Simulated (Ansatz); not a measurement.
# RbCl: energy against volume in PBE, exact exchange and the RPA

How do exact exchange and RPA correlation set the lattice of RbCl built on the rocksalt prototype? The cell is scaled at fixed shape.

Program: Ansatz 0.2.0. PBE orbitals, norm-conserving pseudopotentials, plane waves. Calculated at 0 K for a non-magnetic cell.

### 1 The cell

The cell was relaxed beforehand with r2SCAN; volume changes: +0 %, -5 %, +5 %, -10 %, +10 %.

Space group Fm-3m (No. 225), cubic; conventional cell a = 6.612 Å, 36.13 Å³ an atom. Near Rb stand 6 Cl at 3.31 Å; near Cl stand 6 Rb at 3.31 Å.

Structure file:

```
CELL_PARAMETERS angstrom
0.00000 3.30581 3.30581
3.30581 0.00000 3.30581
3.30581 3.30581 0.00000
ATOMIC_POSITIONS crystal
Rb 0.00000 0.00000 0.00000
Cl 0.50000 0.50000 0.50000
```

### 2 The unscaled cell

The input, input.yaml:

```yaml
crystal:
  lattice:
    - [0.0, 3.3058128222, 3.3058128222]
    - [3.3058128222, 0.0, 3.3058128222]
    - [3.3058128222, 3.3058128222, 0.0]
  atoms:
    - { symbol: Rb, position: [0.0, 0.0, 0.0] }
    - { symbol: Cl, position: [0.5, 0.5, 0.5] }
kpoints:
  mp_grid: { grid: [4, 4, 4] }
hamiltonian:
  xc: pbe
  pseudopotentials: { kind: nc }
scf:
  occupations: { method: fixed }
output:
  rpa_energy:
    ecut_chi_ladder: [260, 292, 324, 359, 395]
    long_wavelength: optical_limit
  write_density: true
  write_potential: true
  elf: true
  volumetric_format: npy
basis:
  ecutwfc: 789.130201
```

The runs that follow: Volume -5 %; Volume +5 %; Volume -10 %; Volume +10 %.

Q: Predict the outcome of this session.

As calculated:

Energies in meV/atom from the unscaled cell:

| volume (Å³/atom) | PBE | exact exchange | EXX+RPA | RPA correlation |
| --- | --- | --- | --- | --- |
| 32.515 | 37.4 | 80.5 | 7.2 | -73.3 |
| 34.321 | 12.2 | 31.8 | -2.6 | -34.4 |
| 36.127 | 0.0 | 0.0 | 0.0 | 0.0 |
| 37.934 | -2.5 | -18.9 | 10.4 | 29.3 |
| 39.740 | 2.4 | -27.9 | 28.0 | 55.9 |

| energy | V₀ (Å³/atom) | B₀ (GPa) | B₀′ |
| --- | --- | --- | --- |
| PBE | 37.564 | 14 | 4.9 |
| exact exchange | 41.047* | 12 | 5.0 |
| EXX+RPA | 34.818 | 18 | 5.0 |

Birch–Murnaghan fits. A star marks a minimum outside the computed volumes.

RPA correlation grows stronger on compression, so it pulls the cell in against exact exchange alone. The log puts the extrapolation error of each correlation energy at up to 6 meV/atom, against 31 meV/atom for the whole EXX+RPA curve; part of it cancels between volumes. EXX+RPA puts the volume -7.3 % from PBE and the bulk modulus +30 %. The 4×4×4 mesh and the pseudopotentials limit these values, and the core-valence term stays semilocal.
